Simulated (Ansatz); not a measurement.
**HgTe under changes of volume**

One of the cells (32.157 Å³/atom); the others are scaled copies at fixed shape and fractional positions:

```
CELL_PARAMETERS angstrom
0.00000 3.18000 3.18000
3.18000 0.00000 3.18000
3.18000 3.18000 0.00000
ATOMIC_POSITIONS crystal
Hg 0.00000 0.00000 0.00000
Te 0.50000 0.50000 0.50000
```

Measurements of this composition are mostly on another form, of space group No. 216.

| Quantity | Value |
| --- | --- |
| Program | Ansatz 0.2.0 |
| Functional | PBE0 |
| Potentials or basis | Ansatz PAW |
| Cutoff | 420 eV (not typed: the program's choice for these potentials) |
| k mesh | 4 × 4 × 4 |
| Occupations | fermi-dirac, width 0.05 eV |
| Spin | no spin polarisation |

| volume (Å³/atom) | energy over the lowest point (meV/atom) | pressure (GPa) |
| --- | --- | --- |
| 30.228 | 0.00 | -2.4 |
| 30.871 | 11.30 | -3.2 |
| 31.514 | ? | ? |
| 32.157 | 42.43 | -4.5 |
| 32.801 | 61.45 | -5.0 |
| 33.444 | 82.35 | -5.4 |
| 34.087 | 104.89 | -5.8 |

Question: What does the run at 31.514 Å³/atom give?

Answer: Energy over the lowest point 25.60 meV/atom; pressure -3.9 GPa.

Worked out: A Birch-Murnaghan fit of order 3 (a polynomial in V^(-2/3)) to the other rows has no minimum within the range. It gives 25.59 meV/atom at 31.514 Å³/atom, against the run's 25.60, and -dE/dV = -3.9 GPa, against -3.9.

Energies are extrapolated to zero smearing.

Caveats: all runs use coarse meshes; the PAW data sets come from PBE, with cores solved anew for the run's functional, which leaves a small shift of forces and pressure; the thresholds are loose for stress.
